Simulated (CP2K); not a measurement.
Crystal: HfO2.

```
Hf O
1.0
     3.55802    0.00000    0.00000
     0.00000    3.55802    0.00000
     0.00000    0.00000    5.17186
Hf O
2 4
Cartesian
  0.0000 0.0000 0.0000
  1.7790 1.7790 2.5859
  0.0000 1.7790 1.0199
  1.7790 0.0000 1.5660
  1.7790 0.0000 4.1519
  0.0000 1.7790 3.6059
```

Measurements of this composition are mostly on another form, of space group No. 14.

Base run:

* Program: CP2K 2026.2
* Functional: PBE
* Potentials or basis: POTENTIAL_UZH Hf GTH-PBE-q12, O GTH-PBE-q6; DZVP-MOLOPT-PBE-GTH basis
* Density cutoff: 11565 eV
* k mesh: 8 × 8 × 5
* Occupations: fermi-dirac, width 0.05 eV
* Spin: no spin polarisation

Its results: band gap on the k mesh 4.86 eV, indirect (least direct gap 4.94 eV); pressure 3.9 GPa; largest force 0.011 eV/Å.

Task: The run is repeated on the same cell with these changes: functional from PBE to vdW-DF-cx. What comes out?

Result: Band gap on the k mesh 4.83 eV, indirect (least direct gap 4.92 eV); pressure -1.1 GPa; largest force 0.054 eV/Å.

Caveats: spin-orbit coupling is left out, which moves the levels of the heavy elements; the basis of atomic orbitals isn't converged, which shifts pressures, moduli and gaps; the potentials were made for another functional, which shifts forces and pressure (some runs).

Not every run made on this cell is shown here.
